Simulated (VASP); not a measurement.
The system is AlAs.

```
Al As
1.0
     0.00000    2.84088    2.84088
     2.84088    0.00000    2.84088
     2.84088    2.84088    0.00000
Al As
1 1
Cartesian
  0.0000 0.0000 0.0000
  1.4204 1.4204 1.4204
```

Base run:

- Program: VASP 6.6.1
- Functional: PBEsol
- Potentials or basis: VASP PAW PBE potentials, release 64 (Al, As)
- Cutoff: 520 eV
- k mesh: 8 × 8 × 8
- Occupations: gaussian, width 0.03 eV
- Spin: no spin polarisation

Its results: band gap on the k mesh 1.34 eV, indirect (least direct gap 1.89 eV).

Q: The run is repeated on the same cell with these changes: functional from PBEsol to TB-mBJ. What comes out?

A: Band gap on the k mesh 2.18 eV, indirect (least direct gap 2.87 eV).
